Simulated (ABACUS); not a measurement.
The system is Au.

```
CELL_PARAMETERS angstrom
0.00000 2.03500 2.03500
2.03500 0.00000 2.03500
2.03500 2.03500 0.00000
ATOMIC_POSITIONS crystal
Au 0.00000 0.00000 0.00000
```

* Program: ABACUS 3.10.1
* Task: relaxation of cell and atoms
* Functional: LDA
* Potentials or basis: PseudoDojo NC SR 0.4.1 LDA standard
* Cutoff: 1034 eV
* Density cutoff: 4136 eV
* Basis: plane waves
* k mesh: 9 × 9 × 9
* Occupations: fermi-dirac, width 0.05 eV
* Spin: no spin polarisation

At the start: pressure -3.4 GPa; volume 16.85 Å³/atom.

Task: How do energy, volume and symmetry change on relaxing?

Result: Over 4 steps the energy falls by 3.3 meV/atom and the volume is 16.54 Å³/atom (-1.9 %); space group Fm-3m (No. 225, to 0.05 Å).

Step by step:
```tsv
step	energy change (eV)	largest force (eV/Å)	pressure (GPa)	volume (Å³)
1	0.0000	0.0000	-3.43	16.85
2	0.0107	0.0000	7.87	15.96
3	-0.0033	0.0000	-0.14	16.55
4	-0.0033	0.0000	0.05	16.54
```

Final structure:
```cif
data_structure
_symmetry_space_group_name_H-M 'P 1'
_symmetry_Int_Tables_number 1
_cell_length_a 2.8600
_cell_length_b 2.8600
_cell_length_c 2.8600
_cell_angle_alpha 60.000
_cell_angle_beta 60.000
_cell_angle_gamma 60.000
_cell_volume 16.54
loop_
_atom_site_label
_atom_site_type_symbol
_atom_site_fract_x
_atom_site_fract_y
_atom_site_fract_z
_atom_site_occupancy
Au1 Au 0.00000 0.00000 0.00000 1
```
